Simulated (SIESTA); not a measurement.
The system is Sn.

```
Sn
1.0
    -1.72654    1.77555    2.33834
     1.72654   -1.77555    2.33834
     1.72654    1.77555   -2.33834
Sn
1
Direct
  0.00000 0.00000 0.00000
```

This isn't the form of Sn at room conditions, which is tetragonal (white tin).

Base run:

| Item | Value |
| --- | --- |
| Program | SIESTA 5.4.2 |
| Functional | PBE |
| Potentials or basis | PseudoDojo 0.4 standard (PBE files) |
| Basis | SZP (energy shift 0.003 Ry) |
| Grid cutoff | 500 Ry |
| Energy shift | 0.003 Ry |
| k mesh | 11 × 11 × 11 |
| Occupations | fermi-dirac, width 0.05 eV |
| Spin | no spin polarisation |

Its results: band gap on the k mesh none (metal or under the smearing width); pressure 0.7 GPa.

Problem. The run is repeated on the same cell with these changes: basis from SZP (energy shift 0.003 Ry) to TZDP (energy shift 0.003 Ry; two zetas on semicore shells). What comes out?

Solution. Band gap on the k mesh none (metal or under the smearing width); pressure -0.8 GPa.

Caveats: spin-orbit coupling is left out, which moves the levels of the heavy elements; the basis of atomic orbitals isn't converged, which shifts pressures, moduli and gaps.
